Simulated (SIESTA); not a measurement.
# Pd: band structure with PBEsol

Crystal: Pd.

```
Pd
1.0
     2.78367    0.00000    0.00000
    -1.39183    2.41072    0.00000
     0.00000    0.00000    4.62889
Pd
2
Direct
  0.33333 0.66667 0.25000
  0.66667 0.33333 0.75000
```

This isn't the form of Pd at room conditions, which is fcc.

- Program: SIESTA 5.4.2
- Task: band structure
- Functional: PBEsol
- Potentials or basis: PseudoDojo 0.4 standard (PBEsol files)
- Basis: DZP (energy shift 0.003 Ry; two zetas on semicore shells)
- Grid cutoff: 800 Ry
- Energy shift: 0.003 Ry
- k mesh: 11 × 11 × 6
- Occupations: fermi-dirac, width 0.05 eV
- Spin: no spin polarisation

- Pressure: -9.3 GPa
- Band gap on the k mesh: none (metal or under the smearing width)

Stress tensor (GPa, compression positive):
```
-9.40  0.00  0.00
 0.00 -9.40  0.00
 0.00  0.00 -9.12
```

Levels at the corners of the path, in eV from the Fermi level:
| point | band 14 | band 15 | band 16 | band 17 | band 18 | band 19 | band 20 | band 21 | band 22 | band 23 |
| --- | --- | --- | --- | --- | --- | --- | --- | --- | --- | --- |
| Γ | -2.21 | -2.21 | -1.55 | -1.55 | -0.22 | -0.22 | 1.05 | 6.84 | 23.68 | 23.68 |
| M | -1.98 | -1.59 | -0.01 | 0.02 | 0.16 | 2.57 | 4.45 | 10.13 | 11.81 | 13.52 |
| K | -2.65 | -1.69 | -0.47 | -0.47 | -0.34 | 5.90 | 6.14 | 6.14 | 12.84 | 13.92 |
| Γ | -2.21 | -2.21 | -1.55 | -1.55 | -0.22 | -0.22 | 1.05 | 6.84 | 23.68 | 23.68 |
| A | -2.57 | -2.57 | -2.57 | -0.65 | -0.65 | -0.65 | -0.65 | 15.60 | 15.60 | 26.45 |
| L | -1.42 | -0.42 | -0.42 | 0.09 | 0.09 | 2.74 | 2.74 | 8.25 | 8.25 | 18.36 |
| H | -2.58 | -1.66 | -1.66 | -0.17 | -0.17 | 6.88 | 6.88 | 8.67 | 8.67 | 9.67 |
| A | -2.57 | -2.57 | -2.57 | -0.65 | -0.65 | -0.65 | -0.65 | 15.60 | 15.60 | 26.45 |
| L | -1.42 | -0.42 | -0.42 | 0.09 | 0.09 | 2.74 | 2.74 | 8.25 | 8.25 | 18.36 |
| M | -1.98 | -1.59 | -0.01 | 0.02 | 0.16 | 2.57 | 4.45 | 10.13 | 11.81 | 13.52 |
| K | -2.65 | -1.69 | -0.47 | -0.47 | -0.34 | 5.90 | 6.14 | 6.14 | 12.84 | 13.92 |
| H | -2.58 | -1.66 | -1.66 | -0.17 | -0.17 | 6.88 | 6.88 | 8.67 | 8.67 | 9.67 |

Wall time 59 s on 1 thread of Intel(R) Xeon(R) Platinum 8488C (Sapphire Rapids), with other jobs on the host, peak memory 0.37 GiB.

Caveat: the basis of atomic orbitals isn't converged, which shifts pressures, moduli and gaps.
